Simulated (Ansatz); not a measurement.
This is a single-point calculation with the PAW code Ansatz on a 2-atom cell of MgO started from a crystallographic database; the level of theory is PBE. The cell was relaxed with r2SCAN and then strained (isotropic -0.97 % on every length), with the atoms relaxed again with r2SCAN; k points keep the names of the unstrained zone.

Input (YAML):
```yaml
crystal:
  lattice:
    - [0.0, 2.0817769957, 2.0817769957]
    - [2.0817769957, 0.0, 2.0817769957]
    - [2.0817769957, 2.0817769957, 0.0]
  atoms:
    - { symbol: Mg, position: [0.0, 0.0, 0.0] }
    - { symbol: O, position: [0.5, 0.5, 0.5] }
kpoints:
  mp_grid: { grid: [10, 10, 10] }
  band_path:
    path:
      - [0.0, 0.0, 0.0]
      - [0.5, 0.0, 0.5]
      - [0.625, 0.25, 0.625]
      - [0.375, 0.375, 0.75]
      - [0.5, 0.5, 0.5]
      - [0.5, 0.25, 0.75]
    npoints: 1
hamiltonian:
  xc: pbe
scf:
  occupations: { method: fermi_dirac, width: 0.02 }
  n_extra_bands: 4
output:
  forces: true
  stress: true
  eigenvalues: true
```

Command: `ansatz run input.yaml --threads 4 --pin off --max-ram 5529MiB --backend cpu --events-out ev --progress --plain --runs-dir out`. Wall time 0.48 s on 4 threads of Arm Neoverse V1, on a shared host; peak host memory 0.25 GiB.

Main lines of the log:
```
scf.n_extra_bands = 4 over 8 filled bands (N_el = 16.0): the run solves 12 bands
Pseudopotential: Mg, paw, valence charge 10, recommended cutoff 420 eV (normal)
Pseudopotential: O, paw, valence charge 6, recommended cutoff 420 eV (normal)
Functional definition: PBE
Crystal: 2 atoms, lattice volume = 18.044 Å³
Basis set: ecut = 420 eV, 339 PW (Γ)
Symmetry: 48 space group operations
Space group: Fm-3m (ITA 225)
k-points: 47 of 1000
SCF iter   1: HF=-2494.099573 eV  Δρ=6.75e-4  dr2=2.76e-5
SCF iter   2: HF=-2494.100174 eV  Δρ=4.68e-4  dr2=2.22e-5
SCF iter   3: HF=-2494.100200 eV  Δρ=1.68e-4  dr2=2.18e-6
SCF iter   4: HF=-2494.100209 eV  Δρ=2.86e-5  dr2=3.59e-8
SCF iter   5: HF=-2494.100209 eV  Δρ=3.76e-6  dr2=1.40e-9
SCF iter   6: HF=-2494.100209 eV  Δρ=6.66e-7  dr2=2.96e-11
SCF 1 converged in 6 iterations: F = -2494.100209 eV  dr2 = 2.96e-11
NSCF: frozen V_eff on 6 k-points
Free energy (F): -2494.100209 eV
Fermi energy:    11.130837 eV
--- Forces (eV/Å), atoms counted from 1 ---
  atom   1  Mg      0.00000      0.00000      0.00000
  atom   2  O       0.00000      0.00000      0.00000
--- Stress (GPa, compression-positive) ---
       10.945025       0.000000       0.000000
        0.000000      10.945025       0.000000
        0.000000       0.000000      10.945025
  P = ⅓ Tr σ = 10.9450 GPa (109.450 kbar)
```

The file bands.tsv (bands near the Fermi energy, numbered from 0, rounded):
```tsv
# k_distance	band_3	band_4	band_5	band_6	band_7	band_8	band_9	band_10	band_11
# fermi_ev = 11.130837
# [0, 0, 0] at k_distance = 0.000000
# [0.5, 0, 0.5] at k_distance = 1.509092
# [0.625, 0.25, 0.625] at k_distance = 2.042636
# [0.375, 0.375, 0.75] at k_distance = 2.966763
# [0.5, 0.5, 0.5] at k_distance = 3.890889
# [0.5, 0.25, 0.75] at k_distance = 4.957978
# levels_relative_to = fermi_ev
0.000	-41.450	-19.989	-2.556	-2.556	-2.556	2.532	13.465	13.465	13.465
1.509	-41.482	-18.351	-6.747	-3.942	-3.942	6.633	7.817	10.927	16.973
2.043	-41.474	-18.317	-6.147	-5.348	-3.740	7.728	9.638	10.305	16.081
2.967	-41.474	-18.317	-6.147	-5.348	-3.740	7.728	9.638	10.305	16.081
3.891	-41.459	-18.575	-7.315	-3.245	-3.245	5.585	10.456	14.151	14.151
4.958	-41.485	-18.278	-5.597	-5.597	-4.385	9.344	9.344	10.053	13.452
```
In order the rows are Γ, X, U, K, L, W.

The PBE gap is direct at Γ: 5.09 eV. The mean pressure is +10.95 GPa (compression positive), so PBE would enlarge the cell's volume.

The values are computed, spin-unpolarised, and not measurements.
